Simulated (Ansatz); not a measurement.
# C (Fd-3m) in Ansatz: settings compared

One crystal, C, is run at these levels: PBE, HSE06, PBE0; tasks: single point.

Everything below comes from runs of Ansatz 0.2.0. Logs are shortened: lines on timing, memory, paths and dates and some standing lists are left out, and cuts for length are marked.

**1. The crystal as given**

Symmetry: Fd-3m, No. 227, cubic system. Conventional cell: a = 3.567 Å, b = 3.567 Å, c = 3.567 Å, α = 90.00°, β = 90.00°, γ = 90.00°. C (site symmetry -43m) is surrounded by 4 C at 1.54 Å.

This isn't the form of C at room conditions, which is graphite.

**2. Single point, PBE**

Input file input.yaml:

```yaml
crystal:
  lattice:
    - [0.0, 1.78337, 1.78337]
    - [1.78337, 0.0, 1.78337]
    - [1.78337, 1.78337, 0.0]
  atoms:
    - { symbol: C, position: [0.75, 0.75, 0.75] }
    - { symbol: C, position: [0.5, 0.5, 0.5] }
kpoints:
  mp_grid: { grid: [8, 8, 8] }
scf:
  occupations: { method: fermi_dirac, width: 0.05 }
hamiltonian:
  xc: pbe
  pseudopotentials: { kind: all_electron, datasets: crystal }
output:
  forces: true
  stress: true
  eigenvalues: true
  elf: true
  volumetric_format: npy
```

Potentials or basis: all-electron PAW datasets made for the crystal.

Started as:

```console
$ ansatz run input.yaml --threads 1 --pin off --max-ram 3072MiB --backend cpu --events-out ev --progress --plain --runs-dir out
```

Log:

```text
Warning: RAYON_NUM_THREADS=1 ignored (pool sized by the plan → 1); use --threads N
hamiltonian.pseudopotentials.datasets: crystal makes datasets for this crystal and solves the spheres of its atoms anew in each pass: cutoff 540.0 eV, the density's 2160.0 eV; for an error of 0.50 meV an atom under PBE, 1.0 meV for the cell; an energy difference from a run of another recipe may be off by several times the error for the cell, under r2SCAN by more, where some 0.1 meV an atom stays at smaller errors; C in spheres of 0.767 Å, 4 of its electrons in bands
Engine: ansatz 0.2.0, aarch64-unknown-linux-gnu
Pseudopotentials: kind: all_electron
Pseudopotential: C, paw, valence charge 4, recommended cutoff 540 eV (normal), crystal/all_electron/pbe/scalar/gaussian/C, Koelling and Harmon's equation, gaussian nucleus
Functional definition: PBE
  parameter kappa = 0.804
  parameter beta = 0.06672455060314922
  exchange = pbe_x(kappa = kappa, mu = beta*pi^2/3)
  correlation = pbe_c(beta = beta)
Crystal: 2 atoms, lattice volume = 11.344 Å³
Basis set: ecut = 540 eV, 331 PW (Γ), exchange–correlation on 40×40×40 points (8 copies of the dense FFT grid, shifted against one another)
Bands: 8, of which v1, the nominal top of the filled ones, is band 4 counted from 1 (3 counted from 0)
Symmetry: 48 space group operations
Space group: Fd-3m (ITA 227), of the structure as read, at distance tolerance 2.2e-5 Å
k-points: 29 of 512
Non-local potential: C, projectors of the file, l = 0: 1, l = 1: 1
PAW form: soft (Blöchl's): semilocal exchange-correlation on the pseudo side does not see the compensation charge
PAW one-centre angular grid: C, 110 points (default); XC on its mesh's 1881 points in the sphere
Initial density: superposition of atomic densities (neutral atoms: chi_scale 0, normalization atom)
Initial wavefunctions: pseudopotential atomic-orbital guess
Functional: x = pbe(κ = 0.804, μ = 0.2195149727645171), c = pbe(β = 0.06672455060314922)
iter 1 solved again at ethr=2.04e-2 eV; its pass at ethr=1.00e-1 eV (dr2=1.64e0 eV) is discarded
SCF iter   1: F=—  HF=-2073.878300 eV  |F-HF|=—  |Δ(HF+E_count)|=         —  Δρ=1.47e-1  dr2=1.67e0  ethr=2.04e-2  ⟨swp⟩=2.0  Hψ=1387  notcnv=0
preconditioner: auto → none  [insulator: Δε(μ)=4.760 eV  Ē_g=19.701 eV  σ=0.050 eV  W_gap=1.00  n_scr=0 (ndim 8)  ℏωp=31.2 eV  f_vac=0.000  D(μ)=0.00/eV (n_scr^D=0)  ε∞_Penn≈3.5]
SCF iter   2: F=—  HF=-2073.472262 eV  |F-HF|=—  |Δ(HF+E_count)|=   4.06e-1  Δρ=5.90e-2  dr2=2.35e-1  ethr=2.04e-2  ⟨swp⟩=2.7  Hψ=483  notcnv=0
iter 3 solved again at ethr=9.47e-6 eV; its pass at ethr=2.93e-3 eV (dr2=7.57e-4 eV) is discarded
SCF iter   3: F=—  HF=-2073.466007 eV  |F-HF|=—  |Δ(HF+E_count)|=   6.25e-3  Δρ=5.13e-3  dr2=8.06e-4  ethr=9.47e-6  ⟨swp⟩=3.0  Hψ=1256  notcnv=0
SCF iter   4: F=—  HF=-2073.467371 eV  |F-HF|=—  |Δ(HF+E_count)|=   1.36e-3  Δρ=1.45e-3  dr2=6.13e-5  ethr=9.47e-6  ⟨swp⟩=2.0  Hψ=349  notcnv=0
SCF iter   5: F=—  HF=-2073.467574 eV  |F-HF|=—  |Δ(HF+E_count)|=   2.03e-4  Δρ=1.22e-4  dr2=3.32e-7  ethr=7.66e-7  ⟨swp⟩=3.0  Hψ=631  notcnv=0
SCF iter   6: F=-2073.467569 eV  HF=-2073.467569 eV  |F-HF|=5.41e-8  |Δ(HF+E_count)|=   5.22e-6  Δρ=3.49e-5  dr2=9.51e-9  ethr=4.16e-9  ⟨swp⟩=3.0  Hψ=471  notcnv=0
SCF 1 converged in 6 iterations: F = -2073.467567 eV  dr2 = 9.51e-9
  Residual-converged pass: ⟨swp⟩=3.1  Hψ=412  notcnv=0  max |occ|·‖R‖ = 5.2e-6 eV (tolerance 5.3e-6 eV)  dr2=9.47e-9  dr2_onsite=2.42e-9  max |Δocc| = 0.0e0
SCF converged after 6 iterations
Free energy (F): -2073.467567 eV
Harris-Foulkes:  -2073.467567 eV  (|F-HF|=5.41e-8)
Internal energy: -2073.467567 eV  (E = F + TS)
E sigma→0 (E₀):  -2073.467567 eV
Past the cutoff: the bands carry plane waves up to 1.75 times it, of which those up to 1.5 times it add -0.000193 eV an atom, each by itself; the spheres take 0.000114 eV an atom off the energy for waves past 1.75 times it
By the cutoff:   a pressure is off by up to 0.008 GPa (1.2 times the spheres' own share and the shells' term, over an atom's volume, and 0.004 GPa: a bound that held against runs at twice the plane waves)
Past the cutoffs: a stress includes 0.0022 GPa for waves and charges beyond them, in addition to the slope of what the spheres take
In the spheres:  the bands' charges fall short by 1.3e-6 e at most (sound up to 1e-3)
Fermi energy:    15.681679 eV
--- Per-component energies (eV) ---
  E_band       = 37.266128
  E_kinetic    = 184.610277
  E_local      = -67.646593  (includes V_loc(G=0)·N_el)
  E_nonlocal   = 1.803018
  E_hartree    = 26.832881
  E_xc         = -92.656916
  E_vxc        = -120.438871  (∫ρ·V_xc dr)
  E_paw        = -1921.447582  (= ΣΔE_a)
  E_vpaw       = -157.726486  (= ΣTr[D̂ρ^β])
  E_ewald      = -347.961363
  E_smearing   = -0.000000  (= −TS)
  E_closure    = 142.998711  (closes the sum)
  Σ components = -2073.467567   (vs F -2073.467567, Δ=0.00e0)
  The terms above E_closure are by the made datasets' own strengths, without shells solved beside the bands.
--- Forces (eV/Å), atoms counted from 1 ---
  atom   1  C     -0.00000000    -0.00000000     0.00000000
  atom   2  C     -0.00000000    -0.00000000    -0.00000000
  max |Σ_I F_I| component: 2.78e-16 eV/Å
--- Stress (GPa, compression-positive) ---
        1.759355       0.000000       0.000000
       -0.000000       1.759355       0.000000
       -0.000000       0.000000       1.759355
  P = ⅓ Tr σ = 1.7594 GPa (17.594 kbar)
--- Band table (eV; the first three rows and the last of 29) ---
  k-point 0: bands = ["-7.8411", "13.6286", "13.6286", "13.6286", "19.2286", "19.2286"]
  k-point 1: bands = ["-7.4093", "11.2159", "12.9771", "12.9771", "20.0861", "20.0861"]
  k-point 2: bands = ["-6.1269", "7.0407", "11.8844", "11.8844", "21.4261", "21.4261"]
  k-point 28: bands = ["1.6596", "1.6596", "5.3096", "5.3096", "24.2554", "24.2554"]
```

It took 1.6 s on 1 thread of Arm Neoverse V1, shared host; peak memory 0.25 GiB.

Results:

```
Free energy            : -2073.4676 eV
Pressure               : 1.8 GPa
Band gap on the k mesh : 4.14 eV, indirect (least direct gap 5.60 eV)
```

Levels at points of the mesh, in eV from the valence-band top:
| k point | band 1 | band 2 | band 3 | band 4 | band 5 | band 6 |
| --- | --- | --- | --- | --- | --- | --- |
| (0.00, 0.00, 0.00) | -21.47 | 0.00 | 0.00 | 0.00 | 5.60 | 5.60 |
| (0.00, 0.00, -0.50) | -15.70 | -13.37 | -2.80 | -2.80 | 8.47 | 8.47 |
| (0.00, -0.50, -0.50) | -12.76 | -12.76 | -6.30 | -6.30 | 4.77 | 4.77 |

A k mesh can miss the band edges. Expect the measured gap to be larger: semilocal functionals such as PBE lack the derivative discontinuity.

**3. Single point, HSE06**

Edit input.yaml of step 2 so:

```diff
@@ -13,3 +13,3 @@
 hamiltonian:
-  xc: pbe
+  xc: hse06
   pseudopotentials: { kind: all_electron, datasets: crystal }
@@ -18,4 +18 @@
   stress: true
-  eigenvalues: true
-  elf: true
-  volumetric_format: npy
```

Potentials or basis: all-electron PAW datasets made for the crystal.

Started as:

```console
$ ansatz run input.yaml --threads 1 --pin off --max-ram 3072MiB --backend cpu --events-out ev --progress --plain --runs-dir out
```

It took 87 s on 1 thread of Arm Neoverse V1, shared host; peak memory 0.53 GiB.

The run converged. Its results:

* Free energy: -2073.6208 eV
* Pressure: -8.1 GPa
* Band gap on the k mesh: 5.29 eV, indirect (least direct gap 6.98 eV)

Levels at points of the mesh, in eV from the valence-band top:
```csv
k point,band 1,band 2,band 3,band 4,band 5,band 6
"(0.00, 0.00, 0.00)",-23.52,0.00,0.00,0.00,6.98,6.98
"(0.00, 0.00, -0.50)",-17.31,-14.61,-3.06,-3.06,10.02,10.02
"(0.00, -0.50, -0.50)",-14.06,-14.06,-6.86,-6.86,5.91,5.91
```

A k mesh can miss the band edges.

**4. Single point, PBE0**

Edit input.yaml of step 3 so:

```diff
@@ -13,3 +13,3 @@
 hamiltonian:
-  xc: hse06
+  xc: pbe0
   pseudopotentials: { kind: all_electron, datasets: crystal }
```

Started as:

```console
$ ansatz run input.yaml --threads 1 --pin off --max-ram 3072MiB --backend cpu --events-out ev --progress --plain --runs-dir out
```

Wall time 91 s (1 thread of Arm Neoverse V1, shared host); peak memory 0.56 GiB.

The run converged. Its results:

| Quantity | Value |
| --- | --- |
| Free energy | -2073.7343 eV |
| Pressure | -8.3 GPa |
| Band gap on the k mesh | 6.04 eV, indirect (least direct gap 7.71 eV) |

Levels at points of the mesh, in eV from the valence-band top:
```tsv
k point	band 1	band 2	band 3	band 4	band 5	band 6
(0.00, 0.00, 0.00)	-23.58	0.00	0.00	0.00	7.71	7.71
(0.00, 0.00, -0.50)	-17.37	-14.67	-3.09	-3.09	10.78	10.78
(0.00, -0.50, -0.50)	-14.12	-14.12	-6.90	-6.90	6.67	6.67
```

A k mesh can miss the band edges.

**5. The runs side by side**

| level | cutoff (eV) | gap on the mesh (eV) | pressure (GPa) |
| --- | --- | --- | --- |
| PBE | 540 | 4.14 | 1.8 |
| HSE06 | 600 | 5.29 | -8.1 |
| PBE0 | 600 | 6.04 | -8.3 |

Alike in all rows: task single point; potentials or basis all-electron PAW datasets made for the crystal; no spin polarisation; cell as given; k mesh 8 × 8 × 8; smearing fermi-dirac 0.05 eV.

On the cell as given the gap runs from 4.14 eV (PBE) to 6.04 eV (PBE0). The pressure there spans -8.3 GPa (PBE0) to 1.8 GPa (PBE); a positive pressure means that this level wants a larger cell, a negative one a smaller.

Compare energies only between runs with the same functional and basis.
